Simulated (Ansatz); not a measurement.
## PtS2 (model cell, started as rutile): from the cell to its phonons

How does PtS2 (model cell, started as rutile) vibrate, and is this structure a minimum?

Program: Ansatz 0.2.0. Level of theory: DFT PBE, scalar-relativistic, plane waves, PAW. Results are calculated unless marked as measured.

The structure was built from a prototype and need not be the compound's stable phase.

### 1. The starting structure

The structure is tetragonal, space group P4_2/mnm (No. 136). The conventional cell has a = 5.743 Å, b = 5.743 Å, c = 3.705 Å, α = 90.00°, β = 90.00°, γ = 90.00°. Nearest to Pt lie 6 S at 2.44 to 2.48 Å. S has 3 Pt at 2.44 to 2.48 Å nearest. Farther neighbours and most contacts between anions are not listed.

### 2. Relaxation

Harmonic phonons are second derivatives at a point where the forces vanish, and they are wanted at zero stress, so atoms and cell are relaxed first.

File input.yaml:

```yaml
crystal:
  lattice:
    - [5.74345, 0.0, 0.0]
    - [0.0, 5.74345, 0.0]
    - [0.0, 0.0, 3.70453]
  atoms:
    - { symbol: Pt, position: [0.0, 0.0, 0.0] }
    - { symbol: Pt, position: [0.5, 0.5, 0.5] }
    - { symbol: S, position: [0.305, 0.305, 0.0] }
    - { symbol: S, position: [0.695, 0.695, 0.0] }
    - { symbol: S, position: [0.805, 0.195, 0.5] }
    - { symbol: S, position: [0.195, 0.805, 0.5] }
kpoints:
  mp_grid: { grid: [6, 6, 8] }
hamiltonian:
  xc: pbe
scf:
  occupations: { method: gaussian, width: 0.1 }
output:
  forces: true
  stress: true
  eigenvalues: true
  write_density: true
  write_potential: true
  elf: true
  volumetric_format: npy
relax:
  adjacent_minimum: "off"
  f_tol: 0.005
  max_steps: 80
  cell: { stress_tol: 0.05 }
```

The run is started by

```
ansatz run input.yaml --threads 8 --pin off --max-ram 14336MiB --backend cpu --events-out ev --progress --plain --runs-dir out
```

Numbers of over 12 decimals in the logs are rounded to 6 here.

Output:

```text
Engine: ansatz 0.2.0, aarch64-unknown-linux-gnu
Pseudopotentials: kind: paw
Pseudopotential: Pt, paw, valence charge 18, recommended cutoff 420 eV (normal), Pt.paw.azcp
Pseudopotential: S, paw, valence charge 6, recommended cutoff 420 eV (normal), S.paw.azcp
Functional definition: PBE
  parameter kappa = 0.804
  parameter beta = 0.066725
  exchange = pbe_x(kappa = kappa, mu = beta*pi^2/3)
  correlation = pbe_c(beta = beta)
Crystal: 6 atoms, lattice volume = 122.202 Å³
Basis set: ecut = 420 eV, 2425 PW (Γ), exchange–correlation on 80×80×50 points (8 copies of the dense FFT grid, shifted against one another)
Bands: 36, of which v1, the nominal top of the filled ones, is band 30 counted from 1 (29 counted from 0)
Symmetry: 16 space group operations
Space group: P42/mnm (ITA 136), of the structure as read, at distance tolerance 5.0e-5 Å
k-points: 50 of 288
Non-local potential: Pt, projectors of the file, l = 0: 3, l = 1: 2, l = 2: 2, l = 3: 1
Non-local potential: S, projectors of the file, l = 0: 2, l = 1: 2, l = 2: 2
PAW form: soft (Blöchl's): semilocal exchange-correlation on the pseudo side does not see the compensation charge
PAW one-centre angular grid: Pt, 590 points (default); XC on 64 Gauss nodes
PAW one-centre angular grid: S, 110 points (default); XC on 64 Gauss nodes
Initial density: superposition of atomic densities (neutral atoms: chi_scale 0, normalization atom), corrected by the library's trained network
Initial wavefunctions: pseudopotential atomic-orbital guess
Functional: x = pbe(κ = 0.804, μ = 0.219515), c = pbe(β = 0.066725)
SCF iter   1: F=—  HF=-28654.179058 eV  |F-HF|=—  |Δ(HF+E_count)|=         —  Δρ=4.60e-3  dr2=2.68e-2  ethr=1.77e-3  ⟨swp⟩=6.4  Hψ=7325  notcnv=0
preconditioner: auto → LDOS  [metal: Δε(μ)=0.021 eV  Ē_g=7.812 eV  σ=0.100 eV  W_gap=0.12  n_scr=30 (ndim 8)  ℏωp=22.3 eV  f_vac=0.012  D(μ)=7.53/eV (n_scr^D=70)  β→1.0]
SCF iter   2: F=—  HF=-28654.179103 eV  |F-HF|=—  |Δ(HF+E_count)|=   4.43e-5  Δρ=2.56e-3  dr2=5.74e-3  ethr=4.46e-5  ⟨swp⟩=2.1  Hψ=3234  notcnv=0  defer=1
SCF iter   3: F=—  HF=-28654.177384 eV  |F-HF|=—  |Δ(HF+E_count)|=   1.72e-3  Δρ=9.31e-4  dr2=1.92e-3  ethr=9.57e-6  ⟨swp⟩=2.0  Hψ=2799  notcnv=0  defer=1
SCF iter   4: F=—  HF=-28654.177148 eV  |F-HF|=—  |Δ(HF+E_count)|=   2.36e-4  Δρ=4.51e-4  dr2=4.63e-4  ethr=3.20e-6  ⟨swp⟩=1.5  Hψ=2262  notcnv=0  defer=1
SCF iter   5: F=—  HF=-28654.177075 eV  |F-HF|=—  |Δ(HF+E_count)|=   7.32e-5  Δρ=1.05e-4  dr2=1.75e-5  ethr=7.72e-7  ⟨swp⟩=1.6  Hψ=2381  notcnv=0  defer=1
SCF iter   6: F=—  HF=-28654.177185 eV  |F-HF|=—  |Δ(HF+E_count)|=   1.11e-4  Δρ=2.03e-5  dr2=6.45e-7  ethr=2.91e-8  ⟨swp⟩=2.3  Hψ=2801  notcnv=0  defer=1
SCF iter   7: F=-28654.177186 eV  HF=-28654.177186 eV  |F-HF|=1.52e-8  |Δ(HF+E_count)|=   1.60e-7  Δρ=3.27e-6  dr2=9.34e-9  ethr=1.67e-10  ⟨swp⟩=11.2  Hψ=12368  notcnv=0
SCF 1 converged in 7 iterations: F = -28654.177186 eV  dr2 = 9.34e-9
  greatest PAW one-centre occupation: 1.000 electrons in one spin orbital (limit 2), on the Pt atom at site 1 (counted from 0), in its partial waves of l = 0
relax step   1: F+E_penalty+E_count = -28654.17718563 eV  Δ(F+E_penalty+E_count) = +0.000e0 eV  max|allowed force component| = 2.327e-1 eV/Å  Δτ_max = 0.0000 Å  P = -5.801 GPa  Ω = 122.202 Å³  (7 SCF iters, dr2 threshold 1.00e-7 eV, accepted)
Crystal: 6 atoms, lattice volume = 113.981 Å³
Basis set: ecut = 420 eV, 2225 PW (Γ), exchange–correlation on 80×80×50 points (8 copies of the dense FFT grid, shifted against one another)
Initial density: handed on by an earlier stage of this run
Initial wavefunctions: those handed on with the density
iter 1 solved again at ethr=2.28e-4 eV; its pass at ethr=3.10e-3 eV (dr2=1.37e-1 eV) is discarded
SCF iter   1: F=—  HF=-28654.473232 eV  |F-HF|=—  |Δ(HF+E_count)|=         —  Δρ=1.14e-2  dr2=1.37e-1  ethr=2.28e-4  ⟨swp⟩=1.0  Hψ=9642  notcnv=0
preconditioner: auto → Kerker (q_TF=auto, 2.452 Å⁻¹)  [metal: Δε(μ)=0.012 eV  Ē_g=8.275 eV  σ=0.100 eV  W_gap=0.07  n_scr=30 (ndim 8)  ℏωp=23.1 eV  f_vac=0.000  D(μ)=6.10/eV (n_scr^D=62)]
SCF iter   2: F=—  HF=-28654.459323 eV  |F-HF|=—  |Δ(HF+E_count)|=   1.39e-2  Δρ=5.85e-3  dr2=3.48e-2  ethr=2.28e-4  ⟨swp⟩=1.0  Hψ=1800  notcnv=0
SCF iter   3: F=—  HF=-28654.454888 eV  |F-HF|=—  |Δ(HF+E_count)|=   4.43e-3  Δρ=7.64e-4  dr2=5.89e-4  ethr=5.80e-5  ⟨swp⟩=1.1  Hψ=1855  notcnv=0
SCF iter   4: F=—  HF=-28654.454619 eV  |F-HF|=—  |Δ(HF+E_count)|=   2.68e-4  Δρ=1.67e-4  dr2=3.99e-5  ethr=9.82e-7  ⟨swp⟩=2.6  Hψ=2900  notcnv=0
SCF iter   5: F=—  HF=-28654.454623 eV  |F-HF|=—  |Δ(HF+E_count)|=   3.99e-6  Δρ=4.49e-5  dr2=4.59e-6  ethr=6.66e-8  ⟨swp⟩=2.3  Hψ=2799  notcnv=0
SCF iter   6: F=-28654.454625 eV  HF=-28654.454625 eV  |F-HF|=2.24e-7  |Δ(HF+E_count)|=   1.74e-6  Δρ=1.80e-5  dr2=5.43e-7  ethr=1.00e-9  ⟨swp⟩=10.5  Hψ=13456  notcnv=0
SCF 2 converged in 6 iterations: F = -28654.454625 eV  dr2 = 5.43e-7
  greatest PAW one-centre occupation: 1.000 electrons in one spin orbital (limit 2), on the Pt atom at site 0 (counted from 0), in its partial waves of l = 0
relax step   2: F+E_penalty+E_count = -28654.45462540 eV  Δ(F+E_penalty+E_count) = -2.774e-1 eV  max|allowed force component| = 2.051e-1 eV/Å  Δτ_max = 0.0631 Å  P = +0.038 GPa  Ω = 113.981 Å³  energy of the carried Pulay correction = +1.281e-3 eV  (6 SCF iters, dr2 threshold 6.00e-7 eV, accepted)
Crystal: 6 atoms, lattice volume = 113.456 Å³
Basis set: ecut = 420 eV, 2217 PW (Γ), exchange–correlation on 80×80×50 points (8 copies of the dense FFT grid, shifted against one another)
iter 1 solved again at ethr=3.98e-6 eV; its pass at ethr=3.10e-3 eV (dr2=2.39e-3 eV) is discarded
SCF iter   1: F=—  HF=-28654.467681 eV  |F-HF|=—  |Δ(HF+E_count)|=         —  Δρ=1.69e-3  dr2=2.62e-3  ethr=3.98e-6  ⟨swp⟩=3.0  Hψ=8259  notcnv=0
preconditioner: auto → Kerker (q_TF=auto, 2.453 Å⁻¹)  [metal: Δε(μ)=0.016 eV  Ē_g=8.297 eV  σ=0.100 eV  W_gap=0.09  n_scr=30 (ndim 8)  ℏωp=23.1 eV  f_vac=0.000  D(μ)=6.44/eV (n_scr^D=62)]
SCF iter   2: F=—  HF=-28654.467447 eV  |F-HF|=—  |Δ(HF+E_count)|=   2.34e-4  Δρ=8.85e-4  dr2=7.16e-4  ethr=3.98e-6  ⟨swp⟩=1.0  Hψ=1800  notcnv=0
SCF iter   3: F=—  HF=-28654.467368 eV  |F-HF|=—  |Δ(HF+E_count)|=   7.91e-5  Δρ=1.24e-4  dr2=1.85e-5  ethr=1.19e-6  ⟨swp⟩=1.4  Hψ=2174  notcnv=0
SCF iter   4: F=—  HF=-28654.467138 eV  |F-HF|=—  |Δ(HF+E_count)|=   2.30e-4  Δρ=2.89e-5  dr2=1.49e-6  ethr=3.09e-8  ⟨swp⟩=2.2  Hψ=2895  notcnv=0
iter 5 did not close the SCF: its close was put off for the readings that it lacked (scf_convergence_deferred on its scf_iter line)
SCF iter   5: F=-28654.467138 eV  HF=-28654.467138 eV  |F-HF|=8.64e-8  |Δ(HF+E_count)|=   3.77e-7  Δρ=9.80e-6  dr2=1.89e-7  ethr=2.48e-9  ⟨swp⟩=2.4  Hψ=2816  notcnv=0
SCF iter   6: F=-28654.467138 eV  HF=-28654.467138 eV  |F-HF|=7.41e-9  |Δ(HF+E_count)|=   1.12e-7  Δρ=2.54e-6  dr2=1.03e-8  ethr=3.14e-10  ⟨swp⟩=6.0  Hψ=11963  notcnv=0
SCF 3 converged in 6 iterations: F = -28654.467138 eV  dr2 = 1.03e-8
relax step   3: F+E_penalty+E_count = -28654.46713838 eV  Δ(F+E_penalty+E_count) = -1.251e-2 eV  max|allowed force component| = 5.085e-2 eV/Å  Δτ_max = 0.0189 Å  P = +0.282 GPa  Ω = 113.456 Å³  energy of the carried Pulay correction = +1.366e-3 eV  (6 SCF iters, dr2 threshold 6.00e-7 eV, accepted)
[...]
relax step   4: F+E_penalty+E_count = -28654.46826637 eV  Δ(F+E_penalty+E_count) = -1.128e-3 eV  max|allowed force component| = 3.922e-3 eV/Å  Δτ_max = 0.0040 Å  P = -0.059 GPa  Ω = 113.611 Å³  energy of the carried Pulay correction = +1.341e-3 eV  (6 SCF iters, dr2 threshold 6.00e-7 eV, accepted)
[...]
relax step   5: F+E_penalty+E_count = -28654.46830298 eV  Δ(F+E_penalty+E_count) = -3.660e-5 eV  max|allowed force component| = 3.847e-4 eV/Å  Δτ_max = 0.0000 Å  P = +0.001 GPa  Ω = 113.577 Å³  energy of the carried Pulay correction = +1.346e-3 eV  (6 SCF iters, accepted)
Basis set: ecut = 420 eV, 2217 PW (Γ), exchange–correlation on 80×80×54 points (8 copies of the dense FFT grid, shifted against one another)
Initial wavefunctions: pseudopotential atomic-orbital guess (no wavefunctions were taken with the density)
iter 1 solved again at ethr=1.82e-7 eV; its pass at ethr=3.10e-3 eV (dr2=1.09e-4 eV) is discarded
SCF iter   1: F=—  HF=-28654.467174 eV  |F-HF|=—  |Δ(HF+E_count)|=         —  Δρ=1.54e-4  dr2=3.86e-6  ethr=1.82e-7  ⟨swp⟩=3.0  Hψ=12032  notcnv=0
SCF iter   2: F=—  HF=-28654.466977 eV  |F-HF|=—  |Δ(HF+E_count)|=   1.98e-4  Δρ=7.79e-5  dr2=9.02e-7  ethr=6.43e-9  ⟨swp⟩=2.5  Hψ=3186  notcnv=0
SCF iter   3: F=—  HF=-28654.466981 eV  |F-HF|=—  |Δ(HF+E_count)|=   4.16e-6  Δρ=6.28e-6  dr2=8.81e-9  ethr=1.50e-9  ⟨swp⟩=2.1  Hψ=3053  notcnv=0
SCF iter   4: F=—  HF=-28654.466981 eV  |F-HF|=—  |Δ(HF+E_count)|=   2.20e-8  Δρ=7.22e-7  dr2=2.38e-10  ethr=1.47e-11  ⟨swp⟩=2.8  Hψ=3407  notcnv=0
iter 5 did not close the SCF: its close was put off for the readings that it lacked (scf_convergence_deferred on its scf_iter line)
SCF iter   5: F=-28654.466981 eV  HF=-28654.466981 eV  |F-HF|=1.09e-11  |Δ(HF+E_count)|=  1.06e-10  Δρ=1.05e-7  dr2=1.10e-11  ethr=1.00e-12  ⟨swp⟩=1.0  Hψ=1800  notcnv=0
SCF iter   6: F=-28654.466981 eV  HF=-28654.466981 eV  |F-HF|=1.09e-11  |Δ(HF+E_count)|=  1.09e-11  Δρ=1.93e-8  dr2=4.72e-13  ethr=1.00e-12  ⟨swp⟩=4.1  Hψ=7836  notcnv=0
SCF 6 converged in 6 iterations: F = -28654.466981 eV  dr2 = 4.72e-13
relax step   6: F+E_penalty+E_count = -28654.46698108 eV  Δ(F+E_penalty+E_count) = +1.322e-3 eV  max|allowed force component| = 6.079e-4 eV/Å  Δτ_max = 0.0000 Å  P = +0.004 GPa  Ω = 113.577 Å³  stress off target by 1.04e-2 GPa  SCF on the basis re-selected at this cell (its energy is not comparable with the rows above)  (6 SCF iters)
basis re-selected at this cell: Δ(F+E_penalty+E_count) = +1.322e-3 eV, ΔP = +0.004 GPa vs the last step (what re-selecting the basis moved, of the pressure what is left beyond the Pulay correction that the steps carried, after the strain that the cell walked since its last selection, with what the two solves' SCF thresholds leave and, on support functions, any second-order correction that the steps lacked; it is no measure of the basis error at this ecutwfc). The dense FFT grid was sized anew with the basis: this SCF ran on 40×40×27 points, the steps before it on 40×40×25, so part of this shift can come from that change (see relax.cell in the input reference). [rest of the remark cut]
SCF converged after 6 iterations
Free energy (F): -28654.466981 eV
Harris-Foulkes:  -28654.466981 eV  (|F-HF|=1.09e-11)
Internal energy: -28654.434133 eV  (E = F + TS)
E sigma→0 (E₀):  -28654.450557 eV
Entropy (-TS):   -0.032848 eV (-5.475 meV/atom)
Fermi energy:    10.089238 eV
--- Per-component energies (eV) ---
  E_band       = -669.958823
  E_kinetic    = 1696.902905
  E_local      = -5721.636151  (includes V_loc(G=0)·N_el)
  E_nonlocal   = 511.475114
  E_hartree    = 2195.421245
  E_xc         = -909.596096
  E_vxc        = -952.390120  (∫ρ·V_xc dr)
  E_paw        = -21307.800678  (= ΣΔE_a)
  E_vpaw       = -595.153411  (= ΣTr[D̂ρ^β])
  E_aug_tail   = 0.000394  (compensation charges beyond the density's cutoff)
  E_ewald      = -5119.200866
  E_smearing   = -0.032848  (= −TS)
  E_closure    = -0.000000  (closes the sum)
  Σ components = -28654.466981   (vs F -28654.466981, Δ=0.00e0)
--- Forces (eV/Å), atoms counted from 1 ---
  atom   1  Pt     0.00000000     0.00000000     0.00000000
  atom   2  Pt     0.00000000     0.00000000     0.00000000
  atom   3  S      0.00060793     0.00060793     0.00000000
  atom   4  S     -0.00060793    -0.00060793     0.00000000
  atom   5  S      0.00060793    -0.00060793     0.00000000
  atom   6  S     -0.00060793     0.00060793     0.00000000
  max |Σ_I F_I| component: 6.94e-18 eV/Å
--- Stress (GPa, compression-positive) ---
        0.001396       0.000000       0.000000
        0.000000       0.001396       0.000000
        0.000000       0.000000       0.010386
  P = ⅓ Tr σ = 0.0044 GPa (0.044 kbar)
--- Band table (eV; the first three rows and the last of 50) ---
  k-point 0: bands = [... 26 lower, 8.7949, 9.6963, 9.9401, 9.9401, 10.3266, 12.6749, 12.6749, 12.8885, ... 2 higher]
  k-point 1: bands = [... 26 lower, 9.2701, 9.6462, 9.9387, 9.9387, 10.1041, 12.1503, 12.1503, 12.5157, ... 2 higher]
  k-point 2: bands = [... 26 lower, 9.5093, 9.6327, 9.8842, 9.8842, 9.9726, 11.5116, 11.5116, 11.6297, ... 2 higher]
  k-point 49: bands = [... 26 lower, 9.6797, 9.6797, 9.7647, 9.7647, 11.1738, 11.1738, 11.2269, 11.2269, ... 2 higher]
--- Relaxed structure (5 steps of the walk, 5 accepted, 1 SCFs on fresh bases) ---
  F+E_penalty+E_count = -28654.46698108 eV   max|allowed force component| = 6.079e-4 eV/Å   (the final SCF, on the basis selected at the relaxed cell)
  cell:  # Å, volume = 113.5773 Å³
    - [5.452093, 0, 0.0]
    - [0, 5.452093, 0.0]
    - [0.0, 0.0, 3.820896]
  atoms:
    - { symbol: Pt, position: [-6.170482639027065e-19, -2.5179423260911842e-19, 0.0] }
    - { symbol: Pt, position: [0.5, 0.5, 0.5] }
    - { symbol: S, position: [0.309948, 0.309948, 0.0] }
    - { symbol: S, position: [0.690052, 0.690052, 0.0] }
    - { symbol: S, position: [0.809948, 0.190052, 0.5] }
    - { symbol: S, position: [0.190052, 0.809948, 0.5] }
```

Wall time 9 s (8 threads of Arm Neoverse V2, shared host); peak memory 0.64 GiB.

Step by step:

```
step  energy less that of the first step (eV)  largest force component (eV/Å)  pressure (GPa)  volume (Å³)
   1                                   0.0000                          0.2327           -5.80       122.20
   2                                  -0.2774                          0.2051            0.04       113.98
   3                                  -0.2900                          0.0509            0.28       113.46
   4                                  -0.2911                          0.0039           -0.06       113.61
   5                                  -0.2911                          0.0004            0.00       113.58
  6*                                  -0.2898                          0.0006            0.00       113.58
```

Relaxation steps marked * repeat the geometry before them on a plane-wave basis chosen anew for their cell, so energy and pressure can jump there.

The run keeps the 16 symmetry operations that it works with, so distortions that break them were not tested.

```
conventional cell, symmetrised  before  after  change
                         a (Å)   5.743  5.452  -5.1 %
                         b (Å)   5.743  5.452  -5.1 %
                         c (Å)   3.705  3.821  +3.1 %
              volume (Å³/atom)   20.37  18.93  -7.1 %
```

The atoms that moved most (Å, as changes of fractional coordinates times the final cell):

```csv
atom,dx,dy,dz,length
S6,-0.027,0.027,0.000,0.038
S5,0.027,-0.027,0.000,0.038
S3,0.027,0.027,0.000,0.038
S4,-0.027,-0.027,0.000,0.038
```

The relaxed structure:

```xyz
6
Lattice="5.4521 0.0000 0.0000 0.0000 5.4521 0.0000 0.0000 0.0000 3.8209" Properties=species:S:1:pos:R:3 pbc="T T T"
Pt    0.0000    0.0000    0.0000
Pt    2.7260    2.7260    1.9104
S     1.6899    1.6899    0.0000
S     3.7622    3.7622    0.0000
S     4.4159    1.0362    1.9104
S     1.0362    4.4159    1.9104
```

This step gave:

- pressure: 0.004393 GPa
- volume per atom: 18.93 Å³
- gap on the k-mesh: 0 eV

Electrostatic potential energy in the ab plane at fractional z = 0.000, with atoms of Pt and S within 0.2 Å of it. With pseudopotentials it is smooth inside the atoms' cores, unlike the true potential.

Ten even steps from '0' (-55 eV) to '9' (15 eV), each cell a mean:
```
005899999999720
147999999988852
789999998655787
999999997444589
999999996454589
999999997444699
999999998767899
999988899999999
998644689999999
997444489999999
997444489999999
888544699999998
468877899999975
016899999999840
004899999999710
```
Columns run along a (5.5 Å; values clipped at the 3rd and 97th percentile), rows up along b (5.5 Å). Atoms in or near the plane, at fractional coordinates: Pt at (0.00, 0.00), S at (0.31, 0.31), S at (0.69, 0.69).

ELF in the ab plane at fractional z = 0.000, with atoms of Pt and S within 0.2 Å of it. It is the smooth field of the valence electrons, not physical close to the nuclei.

Ten even steps from '_' (0.02) to '@' (0.91), each cell a mean:
```
####++--..______::==------++**
**++--::..____--%%%%%%**==--++
==--::..____..##@@@@@@%%##==--
::::..______::##@@%%==++%%**--
..__________..**%%==__==@@%%--
______________--**++==%%@@%%==
____::====--....==**%%@@@@%%::
__--%%@@@@##==....--**####--__
..**@@@@%%****==..__..::..____
..**@@%%::..**##--____________
::++%%##..::%%@@==________....
::--##%%##%%@@@@==______..::--
++--==##%%@@@@%%::____..::--++
##++----++****--______::--++##
####++::::....______..::==**##
```
Columns run along a (5.5 Å), rows up along b (5.5 Å). Atoms in or near the plane, at fractional coordinates: Pt at (0.00, 0.00), S at (0.31, 0.31), S at (0.69, 0.69).

Valence density in the ab plane at fractional z = 0.000, with atoms of Pt and S within 0.2 Å of it. It is the smooth field of the valence electrons, not physical close to the nuclei.

Ten steps, logarithmic in the rise over the least value, from '_' (0 e/Å³) to '@' (11 e/Å³), each cell a mean:
```
@@%%**--..________....::==##@@
%%**==::________..::------++##
==--::..______..--========--==
::....________::==++======--::
____________..::====::====--..
____________..::======++==::..
______........::--======--..__
____::------::::::::::::..____
__..--==++====::......________
__::==++==--==--..____________
..::==++--==++--..__________..
----====++++==--..______..::--
**++========--::______..::==**
@@##++--::::..________..--**%%
@@@@**--..____________::==%%@@
```
Columns run along a (5.5 Å), rows up along b (5.5 Å). Atoms in or near the plane, at fractional coordinates: Pt at (0.00, 0.00), S at (0.31, 0.31), S at (0.69, 0.69).

In this step the volume went from 20.37 to 18.93 Å³/atom.

### 3. Relaxing to small forces for the phonons

Phonons need a cell at rest on their own settings, so the relaxation is repeated with tight tolerances on forces and stress, using the mesh and the filling of the phonon run that follows.

File input.yaml:

```yaml
crystal:
  lattice:
    - [5.4520929562, 0.0, 0.0]
    - [0.0, 5.4520929562, 0.0]
    - [0.0, 0.0, 3.8208958858]
  atoms:
    - { symbol: Pt, position: [0.0, 0.0, 0.0] }
    - { symbol: Pt, position: [0.5, 0.5, 0.5] }
    - { symbol: S, position: [0.3099480023, 0.3099480023, 0.0] }
    - { symbol: S, position: [0.6900519977, 0.6900519977, 0.0] }
    - { symbol: S, position: [0.8099480023, 0.1900519977, 0.5] }
    - { symbol: S, position: [0.1900519977, 0.8099480023, 0.5] }
kpoints:
  mp_grid: { grid: [6, 6, 8] }
hamiltonian:
  xc: pbe
scf:
  occupations: { method: methfessel_paxton, width: 0.15 }
output:
  forces: true
  stress: true
  eigenvalues: true
relax:
  adjacent_minimum: "off"
  f_tol: 0.001
  max_steps: 60
  cell: { stress_tol: 0.01 }
```

Output:

```text
[...]
Crystal: 6 atoms, lattice volume = 113.577 Å³
Basis set: ecut = 420 eV, 2217 PW (Γ), exchange–correlation on 80×80×54 points (8 copies of the dense FFT grid, shifted against one another)
Bands: 36, of which v1, the nominal top of the filled ones, is band 30 counted from 1 (29 counted from 0)
Symmetry: 16 space group operations
[...]
k-points: 50 of 288
[...]
cell:  # Å, volume = 113.5327 Å³
    - [5.450994, 0, 0.0]
    - [0, 5.450994, 0.0]
    - [0.0, 0.0, 3.820934]
  atoms:
    - { symbol: Pt, position: [0, 0, 0.0] }
    - { symbol: Pt, position: [0.5, 0.5, 0.500000] }
    - { symbol: S, position: [0.309971, 0.309971, 0.0] }
    - { symbol: S, position: [0.690029, 0.690029, 0.0] }
    - { symbol: S, position: [0.809971, 0.190029, 0.500000] }
    - { symbol: S, position: [0.190029, 0.809971, 0.500000] }
[key lines of the parts left out:]
SCF converged after 6 iterations
Free energy (F): -28654.450364 eV
Fermi energy:    10.089610 eV
P = ⅓ Tr σ = 0.0029 GPa (0.029 kbar)
```

Wall time 3.9 s (8 threads); peak memory 0.61 GiB.

Little changed from the start: no atom moved by 0.005 Å and no cell edge by 0.1 %.

This step gave:

* pressure: 0.002877 GPa
* volume per atom: 18.92 Å³

The largest force component left is 0.73 meV/Å and the pressure is 0.003 GPa, within the tolerances set. The cell now holds 18.92 Å³/atom.

(Continued in part 2 of 2.)

[Logs are printed without paths, hosts, clocks, repeated set-up lines and the standing remarks that a program may print on its own settings, such as how far it seeks lower states.]

[Hosts, paths, dates, database ids (printed as entryN), source tags and the programs' standing remarks are cut or masked in the printed files.]
